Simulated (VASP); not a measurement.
# AlRu (Pm-3m) in VASP: elastic constants with PBE

Aim: the elastic constants of AlRu with PBE.

Program: VASP 6.6.1. These are calculated values, not measurements. Logs are shortened: lines on timing, memory, paths and dates and some standing lists are left out, and cuts for length are marked.

## (1) The structure

It takes space group Pm-3m (No. 221, cubic). Conventional cell: a = 3.004 Å, b = 3.004 Å, c = 3.004 Å, α = 90.00°, β = 90.00°, γ = 90.00°. Around Ru (site symmetry m-3m) lie 8 Al at 2.60 Å. Al (site symmetry m-3m) has 8 Ru at 2.60 Å as nearest neighbours.

The cell was built by a generator and needn't be a form met in nature.

## (2) Elastic constants, PBE

POSCAR

```
AlRu
1.0
    3.0035733706     -0.0000000000     -0.0000000000
    0.0000000000      3.0035733706      0.0000000000
    0.0000000000      0.0000000000      3.0035733706
  Ru              Al
     1     1
Direct
     0.0000000000000000    0.0000000000000000    0.0000000000000000
     0.5000000000000000    0.5000000000000000    0.5000000000000000
```

INCAR.step1

```
SYSTEM = AlRu
ALGO = Normal
EDIFF = 1E-8
EDIFFG = -0.002
ENCUT = 600
GGA = PE
IBRION = 2
ISIF = 3
ISMEAR = 1
KPAR = 4
LASPH = .TRUE.
LCHARG = .FALSE.
LREAL = .FALSE.
LWAVE = .FALSE.
NELM = 60
NSW = 40
PREC = Accurate
SIGMA = 0.2
```

INCAR.step2

```
SYSTEM = AlRu
ALGO = Normal
EDIFF = 1E-8
ENCUT = 600
GGA = PE
IBRION = 6
ISIF = 3
ISMEAR = 1
KPAR = 4
LASPH = .TRUE.
LCHARG = .FALSE.
LREAL = .FALSE.
LWAVE = .FALSE.
NELM = 60
NFREE = 2
NSW = 1
POTIM = 0.015
PREC = Accurate
SIGMA = 0.2
```

KPOINTS

```
k-points
0
G
  16 16 16
  0 0 0
```

Potentials or basis: VASP PAW PBE potentials, release 64 (Ru_pv, Al).

On the command line:

```console
> cat potpaw_PBE.64/Ru_pv/POTCAR potpaw_PBE.64/Al/POTCAR > POTCAR
> cp INCAR.step1 INCAR
> mpirun -np 4 vasp_std > vasp.out
> cp CONTCAR POSCAR
> cp INCAR.step2 INCAR
> mpirun -np 4 vasp_std > vasp.out
```

OUTCAR:

```text
SYSTEM = AlRu
   EDIFF = 1E-8
   ENCUT = 600
   GGA = PE
   IBRION = 6
   ISIF = 3
   ISMEAR = 1
   LASPH = .TRUE.
   LREAL = .FALSE.
   NELM = 60
   NFREE = 2
   NSW = 1
   POTIM = 0.015
   PREC = Accurate

 ion  position               nearest neighbor table
   1  0.000  0.000  0.000-   2 2.60   2 2.60   2 2.60   2 2.60   2 2.60   2 2.60   2 2.60   2 2.60

   2  0.500  0.500  0.500-   1 2.60   1 2.60   1 2.60   1 2.60   1 2.60   1 2.60   1 2.60   1 2.60

  LATTYP: Found a simple cubic cell.
 ALAT       =     3.0035733706

  Lattice vectors:

 A1 = (   3.0035733706,   0.0000000000,   0.0000000000)
 A2 = (   0.0000000000,   3.0035733706,   0.0000000000)
 A3 = (   0.0000000000,   0.0000000000,   3.0035733706)

Analysis of symmetry for initial positions (statically):
=====================================================================
 Subroutine PRICEL returns:
 Original cell was already a primitive cell.

 Routine SETGRP: Setting up the symmetry group for a
 simple cubic supercell.

 Subroutine GETGRP returns: Found 48 space group operations
 (whereof 48 operations were pure point group operations)
 out of a pool of 48 trial point group operations.

The static configuration has the point symmetry O_h .

Analysis of symmetry for dynamics (positions and initial velocities):
=====================================================================
 Subroutine PRICEL returns:
 Original cell was already a primitive cell.

 Routine SETGRP: Setting up the symmetry group for a
 simple cubic supercell.

 Subroutine GETGRP returns: Found 48 space group operations
 (whereof 48 operations were pure point group operations)
 out of a pool of 48 trial point group operations.

The dynamic configuration has the point symmetry O_h .

 Subroutine INISYM returns: Found 48 space group operations
 (whereof 48 operations are pure point group operations),
 and found     1 'primitive' translations

----------------------------------------------------------------------------------------

                                     Primitive cell

  volume of cell :      27.0966

  direct lattice vectors                    reciprocal lattice vectors
     3.003573371  0.000000000  0.000000000     0.332936765  0.000000000  0.000000000
     0.000000000  3.003573371  0.000000000     0.000000000  0.332936765  0.000000000
     0.000000000  0.000000000  3.003573371     0.000000000  0.000000000  0.332936765

  length of vectors
     3.003573371  3.003573371  3.003573371     0.332936765  0.332936765  0.332936765

  position of ions in fractional coordinates (direct lattice)
     0.000000000  0.000000000  0.000000000
     0.500000000  0.500000000  0.500000000

  ion indices of the primitive-cell ions
   primitive index   ion index
                 1           1
                 2           2

----------------------------------------------------------------------------------------

 KPOINTS: k-points

Automatic generation of k-mesh.
 Grid dimensions read from file:
 generate k-points for:   16   16   16

 Generating k-lattice:

  Cartesian coordinates                     Fractional coordinates (reciprocal lattice)
     0.020808548  0.000000000  0.000000000     0.062500000  0.000000000  0.000000000
     0.000000000  0.020808548  0.000000000     0.000000000  0.062500000  0.000000000
     0.000000000  0.000000000  0.020808548     0.000000000  0.000000000  0.062500000
[... 115 lines left out ...]
  -------------------------------------------------------------------------------------
  Total       -0.0023128     -0.0023128     -0.0023128     -0.0000000     -0.0000000      0.0000000
  in kB       -0.1367495     -0.1367495     -0.1367495     -0.0000000     -0.0000000      0.0000000
  external PRESSURE =      -0.1367495 kB  Pullay stress =       0.0000000 kB
[... 89 lines left out ...]
  FREE ENERGIE OF THE ION-ELECTRON SYSTEM (eV)
  ---------------------------------------------------
  free  energy   TOTEN  =       -14.2517111883 eV

  energy  without entropy=      -14.2503054529  energy(sigma->0) =      -14.25124261

[... ionic steps 4 to 14 ...]

--------------------------------------- Ionic step       15  -------------------------------------------

 number of electron      16.9999998 magnetization

------------------------ aborting loop because EDIFF is reached ----------------------------------------
[... 67 lines left out ...]
--------------------------------------- Ionic step       17  -------------------------------------------

 number of electron      16.9999996 magnetization

 Free energy of the ion-electron system (eV)
  ---------------------------------------------------
  ext. energy  EPLUGINS =         0.00000000
  ---------------------------------------------------
  free energy    TOTEN  =       -14.25703082 eV

  energy without entropy =      -14.25556131  energy(sigma->0) =      -14.25654099

 E-fermi :  10.5599     XC(G=0): -12.5045

 val. band max:       10.5503805111   @ k =   0.0000   0.2500   0.1250
 cond. band min:      10.5605760911   @ k =   0.3750   0.1250   0.0625
 fundamental gap:      0.0101955799
 Fermi energy:        10.5599399948

 k-point     1 :       0.0000    0.0000    0.0000
  band No.  band energies     occupation
      1     -31.2142      2.00000
      2     -31.2142      2.00000
      3     -31.2142      2.00000
      4       0.9442      2.00000
      5       7.0471      2.00000
      6       7.0473      2.00000
      7      10.7238      0.01041
      8      10.7240      0.00978
      9      10.7240      0.00978
     10      16.5698      0.00000
     11      16.5698      0.00000
     12      16.5701      0.00000
[... 331 lines left out ...]
 k-point    24 :       0.5000    0.1250    0.0000
  band No.  band energies     occupation
      1     -31.4101      2.00000
      2     -31.2255      2.00000
      3     -31.1946      2.00000
      4       5.0229      2.00000
      5       5.0938      2.00000
      6       7.9949      2.00000
      7       8.9390      2.00000
      8       9.0309      2.00000
      9      10.6905      0.11544
     10      12.7703     -0.00000
     11      18.1113      0.00000
     12      20.0996      0.00000

 [... further k-points ...]

------------------------ aborting loop because EDIFF is reached ----------------------------------------

  FORCE on cell =-STRESS in cart. coord.  units (eV):
  Direction    XX          YY          ZZ          XY          YZ          ZX
  --------------------------------------------------------------------------------------
  -------------------------------------------------------------------------------------
  Total       -0.0010243      0.0018109      0.0018109      0.0000000      0.0000000      0.0000000
  in kB       -0.0605634      0.1070731      0.1070731      0.0000000      0.0000000      0.0000000
  external PRESSURE =       0.0511942 kB  Pullay stress =       0.0000000 kB
[... 17 lines left out ...]
  FREE ENERGIE OF THE ION-ELECTRON SYSTEM (eV)
  ---------------------------------------------------
  free  energy   TOTEN  =       -14.2570308231 eV

  energy  without entropy=      -14.2555613119  energy(sigma->0) =      -14.25654099

 INTERNAL STRAIN TENSORS FROM STRAINED CELLS
 ============================================

 INTERNAL STRAIN TENSOR FOR ION    1 for displacements in x,y,z  (eV/Angst):
          X           Y           Z          XY          YZ          ZX
  --------------------------------------------------------------------------------
  x     0.00000     0.00000     0.00000     0.00000     0.00000    -0.00000
  y     0.00000     0.00000     0.00000    -0.00000     0.00000     0.00000
  z     0.00000     0.00000     0.00000     0.00000     0.00000     0.00000

 INTERNAL STRAIN TENSORS FROM DISPLACED ATOMS
 ============================================

 INTERNAL STRAIN TENSOR FOR ION    1 for displacements in x,y,z  (eV/Angst):
          X           Y           Z          XY          YZ          ZX
  --------------------------------------------------------------------------------
  x     0.00000     0.00000     0.00000     0.00000     0.00000     0.00000
  y     0.00000     0.00000     0.00000     0.00000     0.00000     0.00000
  z     0.00000     0.00000     0.00000     0.00000     0.00000     0.00000

 INTERNAL STRAIN TENSOR FOR ION    2 for displacements in x,y,z  (eV/Angst):
          X           Y           Z          XY          YZ          ZX
  --------------------------------------------------------------------------------
  x     0.00000     0.00000     0.00000     0.00000     0.00000     0.00000
  y     0.00000     0.00000     0.00000     0.00000     0.00000     0.00000
  z     0.00000     0.00000     0.00000     0.00000     0.00000     0.00000

 Eigenvectors and eigenvalues of the dynamical matrix
 ----------------------------------------------------

   1 f  =    9.256381 THz    58.159556 2PiTHz  308.759628 cm-1    38.281298 meV
             X         Y         Z           dx          dy          dz
      0.000000  0.000000  0.000000    -0.000000    0.458966    0.000000
      1.501787  1.501787  1.501787    -0.000000   -0.888454    0.000000
[... 21 lines left out ...]
   6 f/i=    0.000630 THz     0.003958 2PiTHz    0.021012 cm-1     0.002605 meV
             X         Y         Z           dx          dy          dz
      0.000000  0.000000  0.000000     0.887439   -0.042462    0.000000
      1.501787  1.501787  1.501787     0.458441   -0.021936    0.000000

--------------------------------------------------------------------------------------------------------

 ELASTIC MODULI CONTR FROM IONIC RELAXATION (kBar)
 Direction    XX          YY          ZZ          XY          YZ          ZX
 --------------------------------------------------------------------------------
 XX           0.0000      0.0000      0.0000      0.0000      0.0000      0.0000
 YY           0.0000      0.0000      0.0000      0.0000      0.0000      0.0000
 ZZ           0.0000      0.0000      0.0000      0.0000      0.0000      0.0000
 XY           0.0000      0.0000      0.0000      0.0000      0.0000      0.0000
 YZ           0.0000      0.0000      0.0000      0.0000      0.0000      0.0000
 ZX           0.0000      0.0000      0.0000      0.0000      0.0000      0.0000
 --------------------------------------------------------------------------------

 TOTAL ELASTIC MODULI (kBar)
 Direction    XX          YY          ZZ          XY          YZ          ZX
 --------------------------------------------------------------------------------
 XX        3154.8063   1490.5221   1490.5221      0.0000     -0.0000      0.0000
 YY        1490.5221   3154.8063   1490.5221      0.0000     -0.0000      0.0000
 ZZ        1490.5221   1490.5221   3154.8063     -0.0000     -0.0000     -0.0000
 XY           0.0000      0.0000     -0.0000   1248.0761      0.0000      0.0000
 YZ          -0.0000     -0.0000     -0.0000      0.0000   1248.0761      0.0000
 ZX           0.0000      0.0000     -0.0000      0.0000      0.0000   1248.0761
 --------------------------------------------------------------------------------
```

Run time: 13 min. Hardware: 4 MPI ranks of AMD EPYC 7R43 (Zen 3), shared host; peak memory 0.78 GiB.

What came out:

- Elastic constants C11, C12, C44: 315, 149, 125 GPa
- Voigt bulk modulus: 205 GPa
- Highest phonon frequency at Γ, LO-TO splitting left out: 309 cm⁻¹

Phonon frequencies in cm⁻¹ (negative: imaginary):
```csv
q point,frequencies
"(0.000, 0.000, 0.000)",0 0 0 309 309 309
```

Elastic tensor in Voigt notation (GPa, in the Cartesian axes of the cell as first typed):
```
315 149 149   0   0   0
149 315 149   0   0   0
149 149 315   0   0   0
  0   0   0 125   0   0
  0   0   0   0 125   0
  0   0   0   0   0 125
```

Clamped-ion elastic tensor (GPa):
```
315 149 149   0   0   0
149 315 149   0   0   0
149 149 315   0   0   0
  0   0   0 125   0   0
  0   0   0   0 125   0
  0   0   0   0   0 125
```
